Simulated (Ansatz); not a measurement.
## Calculated 11B NMR of the central transition for BH3

Cell: a Materials Project structure (computed, not necessarily an observed phase).

```cif
data_BH3
_symmetry_space_group_name_H-M 'P2_1/c'
_symmetry_Int_Tables_number 14
_cell_length_a 4.2906
_cell_length_b 6.1891
_cell_length_c 6.1933
_cell_angle_alpha 90.000
_cell_angle_beta 116.537
_cell_angle_gamma 90.000
loop_
_atom_site_label
_atom_site_type_symbol
_atom_site_symmetry_multiplicity
_atom_site_Wyckoff_symbol
_atom_site_fract_x
_atom_site_fract_y
_atom_site_fract_z
B B 4 e 0.8575 0.4562 0.3554
H5 H 4 e 0.6132 0.3488 0.3287
H9 H 4 e 0.9122 0.5048 0.1896
H13 H 4 e 0.1411 0.3686 0.5241
```

One atom of each set is listed.

Method: Kohn–Sham DFT in Ansatz, r2SCAN, plane waves and PAW, scalar-relativistic, 500 eV cutoff, Γ-centred 7×5×5 k-points, Fermi–Dirac smearing 0.02 eV.

11B has I = 3/2 and Q = 40.59 mb (Pyykkö 2018); at 9.4 T its Larmor frequency is ν₀ = 128.4 MHz. Only the quadrupole interaction is simulated: positions count from each site's isotropic chemical shift, and J coupling is left out, as are shift anisotropy and dipolar coupling, which fast spinning averages.

Q: Simulate the second-order pattern (fast magic-angle spinning, Gaussian broadening 0.08 kHz) of site B (4 H at 1.19–1.32 Å, 1 B at 1.74 Å).

A: The calculation gives C_Q = 2.79 MHz and η = 0.86, so ν_Q = 1.39 MHz and the centre of gravity lies at -14.7 ppm (-1.88 kHz).

```csv
offset (kHz),height
-4.449,0
-4.246,4
-4.043,11
-3.839,19
-3.636,20
-3.433,21
-3.230,23
-3.027,25
-2.824,27
-2.620,31
-2.417,46
-2.214,100
-2.011,94
-1.808,90
-1.605,62
-1.401,52
-1.198,45
-0.995,40
-0.792,37
-0.589,34
-0.386,31
-0.182,29
0.021,10
0.224,0
```
